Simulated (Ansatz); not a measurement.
# SiO2: the band gap up the ladder of functionals

An exercise on one series of results from a longer session: the logs are not shown, and one member is left open.

Program: Ansatz 0.2.0. PAW datasets, plane waves. The values are computed, spin-unpolarised, and not measurements.

### The structure to begin with

The cell was relaxed beforehand with r2SCAN.

The symmetry is P-4m2 (No. 115, tetragonal); conventional cell a = 6.911 Å, c = 6.420 Å, 20.44 Å³ an atom. Si has 4 O at 1.59–1.62 Å; Si has 4 O at 1.61 Å; O has 2 Si at 1.61 Å; O has 2 Si at 1.62 Å; O has 2 Si at 1.59 Å.

Structure file:

```
CELL_PARAMETERS angstrom
6.91081 0.00000 0.00000
0.00000 6.91081 0.00000
0.00000 0.00000 6.42019
ATOMIC_POSITIONS crystal
Si 0.26941 0.00000 0.11932
Si 0.00000 0.73059 0.88068
Si 0.00000 0.26941 0.88068
Si 0.73059 0.00000 0.11932
Si 0.00000 0.00000 0.50000
O 0.19175 0.00000 0.35645
O 0.00000 0.80825 0.64355
O 0.00000 0.19175 0.64355
O 0.80825 0.00000 0.35645
O 0.19126 0.19126 0.00000
O 0.19126 0.80874 0.00000
O 0.80874 0.19126 0.00000
O 0.80874 0.80874 0.00000
O 0.50000 0.00000 0.12056
O 0.00000 0.50000 0.87944
```

Set-up of the first run:

File input.yaml:

```yaml
crystal:
  lattice:
    - [6.9108089228, 0.0, 0.0]
    - [0.0, 6.9108089228, 0.0]
    - [0.0, 0.0, 6.4201939223]
  atoms:
    - { symbol: Si, position: [0.2694118517, 0.0, 0.1193228791] }
    - { symbol: Si, position: [0.0, 0.7305881483, 0.8806771209] }
    - { symbol: Si, position: [0.0, 0.2694118517, 0.8806771209] }
    - { symbol: Si, position: [0.7305881483, 0.0, 0.1193228791] }
    - { symbol: Si, position: [0.0, 0.0, 0.5] }
    - { symbol: O, position: [0.1917469097, 0.0, 0.3564495933] }
    - { symbol: O, position: [0.0, 0.8082530903, 0.6435504067] }
    - { symbol: O, position: [0.0, 0.1917469097, 0.6435504067] }
    - { symbol: O, position: [0.8082530903, 0.0, 0.3564495933] }
    - { symbol: O, position: [0.1912551029, 0.1912551029, 0.0] }
    - { symbol: O, position: [0.1912551029, 0.8087448971, 0.0] }
    - { symbol: O, position: [0.8087448971, 0.1912551029, 0.0] }
    - { symbol: O, position: [0.8087448971, 0.8087448971, 0.0] }
    - { symbol: O, position: [0.5, 0.0, 0.1205602942] }
    - { symbol: O, position: [0.0, 0.5, 0.8794397058] }
kpoints:
  mp_grid: { grid: [4, 4, 4] }
  band_path:
    path:
      - [[0.0, 0.0, 0.0], [1.064795372476e-52, 0.5, 8.707330828479e-36], [0.5, 0.5, -3.534245621282e-19], [0.0, 0.0, 0.0], [-3.074552981556e-35, -9.843079969718e-52, 0.5], [-3.074552981556e-35, 0.5, 0.5], [0.5, 0.5, 0.5], [-3.074552981556e-35, -9.843079969718e-52, 0.5]]
      - [[1.064795372476e-52, 0.5, 8.707330828479e-36], [-3.074552981556e-35, 0.5, 0.5]]
      - [[0.5, 0.5, -3.534245621282e-19], [0.5, 0.5, 0.5]]
    npoints: 10
hamiltonian:
  xc: pbe
scf:
  occupations: { method: fermi_dirac, width: 0.02 }
  n_extra_bands: 7
output:
  forces: true
  stress: true
  eigenvalues: true
  write_density: true
  write_potential: true
  elf: true
  volumetric_format: npy
```

Steps of the session up to this table: PBE bands along the symmetry lines; r2SCAN at the same geometry; HSE06; Single point with PBE0.

One of the session's tables, all rows but one given; the rest of the session is left out.

| level | gap (eV) |
| --- | --- |
| PBE | 5.62 |
| r2SCAN | 6.42 |
| HSE06 | ? |
| PBE0 | 8.09 |

Q: Estimate the row for HSE06 from the others.

The run gave: gap (eV): 7.33. In the column «gap (eV)» it lies between r2SCAN (6.42) and PBE0 (8.09).

Meshes: PBE 4×4×4, r2SCAN 4×4×4, HSE06 2×2×2, PBE0 2×2×2

The gap runs from 5.62 eV (PBE) to 8.09 eV (PBE0). Against HSE06, PBE is short by 1.71 eV, at 77 % of it, and r2SCAN 88 %. PBE0 lies 0.76 eV above HSE06, which differs from it by screening the long-range exchange.

Limits of these values: Warnings in the runs' records: xc potential rough in thin density, stress scf threshold loose, stress exchange threshold loose.
